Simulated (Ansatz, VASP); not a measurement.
# Two plane-wave programs on PbO

```
Pb O
1.0
     4.19327    0.00000    0.00000
    -2.09663    3.63147    0.00000
     0.00000    0.00000    5.63405
Pb O
2 2
Direct
  0.66667 0.33333 0.02177
  0.33333 0.66667 0.52177
  0.66667 0.33333 0.60343
  0.33333 0.66667 0.10343
```

Alike in both runs: functional PBE; k mesh 10 × 10 × 6; occupations gaussian, width 0.05 eV; no spin polarisation.

Ansatz relaxed the structure, and its values are those at the end. VASP's run is a single point on that final structure, the one shown.

|  | VASP | Ansatz |
| --- | --- | --- |
| version | VASP 6.6.1 | Ansatz 0.2.0 |
| potentials or method | VASP PAW PBE potentials, release 64 (Pb_d, O) | scalar-relativistic, plane waves, PAW |
| plane-wave cutoff (eV) | 520 | 420 |
| valence electrons in the cell | 40 | 40 |

VASP gave:

| Property | Result |
| --- | --- |
| gap on the k mesh at the Fermi level (eV) | 1.85 |
| least direct gap on the mesh (eV) | 2.05 |
| pressure (GPa) | 2.1 |
| rms of the force components (eV/Å) | 0.008 |

Problem. What did Ansatz give for the same quantities?

Solution. gap on the k mesh at the Fermi level (eV): 1.85; least direct gap on the mesh (eV): 2.05; pressure (GPa): 2.2; rms of the force components (eV/Å): 0.001.

With one functional, cell and mesh, what is left measures potentials, basis and numerics.

Caveats: spin-orbit coupling is left out, which as a rule narrows the gap of such compounds by several tenths of an eV. A k mesh can miss the band edges.
